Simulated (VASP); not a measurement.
# Cu in VASP: relaxation of the atoms with PBE+TS

Aim: the relaxation of the atoms of Cu with PBE+TS.

Program: VASP 6.6.1. These are calculated values, not measurements. Logs are shortened: lines on timing, memory, paths and dates and some standing lists are left out, and cuts for length are marked.

## 1. The undisturbed slab

The cell holds a slab with vacuum, 6 atoms: a = 2.531 Å, b = 2.531 Å, c = 25.327 Å, α = 90.00°, β = 90.00°, γ = 120.00°.

The slab is cut from a database's or a generator's crystal, which needn't be the stable form of the element.

## 2. Relaxation of the atoms, PBE+TS (the (0 0 1) slab of Cu, cut from the database cell, not relaxed)

The input, INCAR:

```
ALGO     = Fast           # electronic algorithm
DIPOL    = 0.5 0.5 0.500
EDIFF    = 1E-7           # SCF threshold, eV
EDIFFG   = -0.02          # ionic threshold
ENCUT    = 520            # plane-wave cutoff, eV
GGA      = PE             # functional
IBRION   = 2              # ionic algorithm
IDIPOL   = 3            
ISIF     = 2              # what is computed and relaxed
ISMEAR   = 0              # smearing method
IVDW     = 2              # dispersion correction
LASPH    = T              # aspherical terms in the spheres
LCHARG   = F              # write CHGCAR
LDIPOL   = T            
LREAL    = F              # projectors in reciprocal space
LWAVE    = F              # write WAVECAR
NELM     = 80             # most SCF steps
NSW      = 40             # ionic steps
PREC     = Accurate       # precision mode
SIGMA    = 0.05           # smearing width, eV
```

The input, KPOINTS:

```
k-points
0
Gamma
  12 12 1
```

The input, POSCAR:

```
Cu
1.0
    2.5307640267      0.0000000000      0.0000000000
   -1.2653820133      2.1917059381      0.0000000000
    0.0000000000      0.0000000000     25.3272688500
Cu
6
Selective dynamics
Direct
    0.6666666700      0.3333333400      0.2961235198  F F F
    0.0000000000      0.0000000000      0.3776741119  F F F
    0.3333333300      0.6666666600      0.4592247040  F F F
    0.0000000000      0.0000000000      0.5407752960  T T T
    0.6666666700      0.3333333400      0.6223258881  T T T
    0.0000000000      0.0000000000      0.7038764802  T T T
```

Potentials or basis: VASP PAW PBE potentials, release 64 (Cu).

Launch:

```bash
> cat potpaw_PBE.64/Cu/POTCAR > POTCAR
> mpirun -np 1 vasp_std > vasp.out
```

OUTCAR:

```text
EDIFF = 1E-7
   EDIFFG = -0.02
   ENCUT = 520
   GGA = PE
   IBRION = 2
   ISIF = 2
   ISMEAR = 0
   IVDW = 2
   LASPH = T
   LREAL = F
   NELM = 80
   NSW = 40
   PREC = Accurate
  IVDW =   2

 ion  position               nearest neighbor table
   1  0.667  0.333  0.296-   2 2.53   2 2.53   2 2.53
   2  0.000  0.000  0.378-   3 2.53   1 2.53   3 2.53   1 2.53   1 2.53   3 2.53
   3  0.333  0.667  0.459-   4 2.53   2 2.53   4 2.53   4 2.53   2 2.53   2 2.53
   4  0.000  0.000  0.541-   3 2.53   5 2.53   3 2.53   3 2.53   5 2.53   5 2.53
   5  0.667  0.333  0.622-   4 2.53   6 2.53   4 2.53   6 2.53   4 2.53   6 2.53
   6  0.000  0.000  0.704-   5 2.53   5 2.53   5 2.53

  LATTYP: Found a hexagonal cell.
 ALAT       =     2.5307640267
 C/A-ratio  =    10.0077559910

  Lattice vectors:

 A1 = (   2.5307640267,   0.0000000000,   0.0000000000)
 A2 = (  -1.2653820133,   2.1917059381,   0.0000000000)
 A3 = (   0.0000000000,   0.0000000000,  25.3272688500)

Analysis of symmetry for initial positions (statically):
=====================================================================
 Subroutine PRICEL returns:
 Original cell was already a primitive cell.

 Routine SETGRP: Setting up the symmetry group for a
 hexagonal supercell.

 Subroutine GETGRP returns: Found  6 space group operations
 (whereof  6 operations were pure point group operations)
 out of a pool of 24 trial point group operations.

The static configuration has the point symmetry C_3v.

Analysis of symmetry for dynamics (positions and initial velocities):
=====================================================================
 Subroutine PRICEL returns:
 Original cell was already a primitive cell.

 Routine SETGRP: Setting up the symmetry group for a
 hexagonal supercell.

 Subroutine GETGRP returns: Found  6 space group operations
 (whereof  6 operations were pure point group operations)
 out of a pool of 24 trial point group operations.

The dynamic configuration has the point symmetry C_3v.

Analysis of constrained symmetry for selective dynamics:
=====================================================================
 Subroutine PRICEL returns:
 Original cell was already a primitive cell.

 Routine SETGRP: Setting up the symmetry group for a
 hexagonal supercell.

 Subroutine GETGRP returns: Found  6 space group operations
 (whereof  6 operations were pure point group operations)
 out of a pool of 24 trial point group operations.

The constrained configuration has the point symmetry C_3v.

 Subroutine INISYM returns: Found  6 space group operations
 (whereof  6 operations are pure point group operations),
[... 116 lines left out ...]
   IMIX   =      4    mixing-type and parameters
     AMIX     =   0.40;   BMIX     =  1.00
     AMIX_MAG =   1.60;   BMIX_MAG =  1.00
  volume/ion in A,a.u.               =      23.41       158.00
  Fermi-wavevector in a.u.,A,eV,Ry     =   1.272669  2.404995 22.037162  1.619686
  Thomas-Fermi vector in A             =   2.405534
   LORBIT       =      0    0 simple, 1 ext, 2 COOP (PROOUT), +10 PAW based schemes
   GGA     = PE    functional components
   LHFCALC =     F    Hartree Fock is set to
   AEXX    =    0.0000 exact exchange contribution
   IVDW    =     2    specifies the selected vdW correction
   LEPSILON=     F    determine dielectric tensor
   LRPA    =     F    only Hartree local field effects (RPA)
 conjugate gradient relaxation of ions
 non-spin polarized calculation
 RMM-DIIS sequential band-by-band and
 Gauss-broadening in eV      SIGMA  =   0.05
  energy-cutoff  :      520.00
  volume of cell :      140.48
 maximum number of plane-waves:      3816
 NGX is ok and might be reduce to    20
   NGX =  9   NGY =  9   NGZ = 95

--------------------------------------- Ionic step        1  -------------------------------------------

 number of electron      66.0000018 magnetization

 Free energy of the ion-electron system (eV)
  ---------------------------------------------------
  ext. energy  EPLUGINS =         0.00000000
  ---------------------------------------------------
  free energy    TOTEN  =       -21.36776507 eV

  energy without entropy =      -21.36110482  energy(sigma->0) =      -21.36443495

------------------------ aborting loop because EDIFF is reached ----------------------------------------

  Tkatchenko/Scheffler method for vdW energy calculation

  Number of pair interactions contributing to vdW energy:   76489
[... 123 lines left out ...]
  FREE ENERGIE OF THE ION-ELECTRON SYSTEM (eV)
  ---------------------------------------------------
  free  energy   TOTEN  =       -24.2184376639 eV

  energy  without entropy=      -24.2116294989  energy(sigma->0) =      -24.21503358

[... ionic steps 4 to 8 ...]

--------------------------------------- Ionic step        9  -------------------------------------------

 number of electron      66.0000046 magnetization

------------------------ aborting loop because EDIFF is reached ----------------------------------------
[... 81 lines left out ...]
  FREE ENERGIE OF THE ION-ELECTRON SYSTEM (eV)
  ---------------------------------------------------
  free  energy   TOTEN  =       -24.2228907370 eV

  energy  without entropy=      -24.2170347283  energy(sigma->0) =      -24.21996273

 dipolmoment           0.000000      0.000000      0.004787 electrons x Angstroem

--------------------------------------- Ionic step       11  -------------------------------------------

 number of electron      66.0000050 magnetization

 dipolmoment           0.000000      0.000000     -0.000329 electrons x Angstroem

 Free energy of the ion-electron system (eV)
  ---------------------------------------------------
  ext. energy  EPLUGINS =         0.00000000
  ---------------------------------------------------
  free energy    TOTEN  =       -21.34810458 eV

  energy without entropy =      -21.34230783  energy(sigma->0) =      -21.34520620

 E-fermi :   1.6028     XC(G=0):  -7.0183

 val. band max:        1.5889736162   @ k =   0.4167   0.0833   0.0000
 cond. band min:       1.6041321616   @ k =   0.2500   0.2500   0.0000
 fundamental gap:      0.0151585454
 Fermi energy:         1.6027755094

 k-point     1 :       0.0000    0.0000    0.0000
  band No.  band energies     occupation
      1      -7.8577      2.00000
      2      -7.1675      2.00000
      3      -6.1610      2.00000
      4      -4.9580      2.00000
      5      -4.0321      2.00000
      6      -3.7287      2.00000
[... 787 lines left out ...]
     38       6.2567      0.00000
     39       6.5913      0.00000

------------------------ aborting loop because EDIFF is reached ----------------------------------------

 vacuum level on the upper side and lower side of the slab       (xc-potential included)        -0.045        -0.019

  Hirshfeld charges:
            ion         q(e)
   ------------------------------
      1     Cu      -0.00242605
      2     Cu       0.00220944
      3     Cu      -0.00024557
      4     Cu       0.00139654
      5     Cu       0.00111824
      6     Cu      -0.00205260
[... 35 lines left out ...]
  FREE ENERGIE OF THE ION-ELECTRON SYSTEM (eV)
  ---------------------------------------------------
  free  energy   TOTEN  =       -24.2229056194 eV

  energy  without entropy=      -24.2171088723  energy(sigma->0) =      -24.22000725

 reached required accuracy - stopping structural energy minimisation

 vacuum level on the upper side and lower side of the slab         6.172         6.177
```

OSZICAR:

```text
N       E                     dE             d eps       ncg     rms          rms(c)
DAV:   1     0.590297739339E+03    0.59030E+03   -0.30065E+04  1482   0.247E+03
DAV:   2     0.421624263082E+02   -0.54814E+03   -0.53377E+03  1482   0.457E+02
DAV:   3    -0.239448727435E+02   -0.66107E+02   -0.61611E+02  1587   0.213E+02
DAV:   4    -0.263970827690E+02   -0.24522E+01   -0.24065E+01  1731   0.507E+01
[... 155 lines left out ...]
RMM:   6    -0.213481062562E+02    0.97372E-06   -0.32690E-06  1503   0.203E-02    0.996E-03
RMM:   7    -0.213481052553E+02    0.10009E-05   -0.84592E-06  1736   0.255E-02    0.484E-03
RMM:   8    -0.213481048175E+02    0.43787E-06   -0.13151E-06  1502   0.129E-02    0.306E-03
RMM:   9    -0.213481046108E+02    0.20670E-06   -0.42848E-07  1126   0.709E-03    0.159E-03
RMM:  10    -0.213481045761E+02    0.34670E-07   -0.25768E-07   960   0.440E-03
  11 F= -.24222906E+02 E0= -.24220007E+02  d E =-.148825E-04
```

Wall time 18 min (1 thread of Intel Xeon Platinum 8488C (Sapphire Rapids), shared host); peak memory 0.32 GiB.

Results:

```
Free energy                : -24.2229 eV
Energy gained by relaxing  : 1.0 meV/atom
Ionic steps                : 11
Band gap on the k mesh     : none (metal or under the smearing width)
Dispersion energy per atom : -0.479 eV
```

Step by step:
| step | energy change (eV) | largest force (eV/Å) | pressure (GPa) |
| --- | --- | --- | --- |
| 1 | 0.0000 | 0.1359 | -2.05 |
| 2 | -0.0008 | 0.0919 | -2.06 |
| 3 | -0.0018 | 0.0947 | -2.02 |
| 4 | -0.0025 | 0.0905 | -2.00 |
| 5 | -0.0042 | 0.0813 | -1.90 |
| 6 | -0.0046 | 0.2074 | -1.70 |
| 7 | -0.0054 | 0.1471 | -1.79 |
| 8 | -0.0058 | 0.1493 | -1.71 |
| 9 | -0.0063 | 0.1530 | -1.58 |
| 10 | -0.0063 | 0.1530 | -1.59 |
| 11 | -0.0063 | 0.1541 | -1.57 |

Final structure:
```
Cu
1.0
     2.53076    0.00000    0.00000
    -1.26538    2.19171    0.00000
     0.00000    0.00000   25.32727
Cu
6
Direct
  0.66667 0.33333 0.29612
  0.00000 0.00000 0.37767
  0.33333 0.66667 0.45922
  0.00000 0.00000 0.53925
  0.66667 0.33333 0.61952
  0.00000 0.00000 0.70087
```

Caveat: atom-pairwise D2, TS and ULG terms overbind metals.
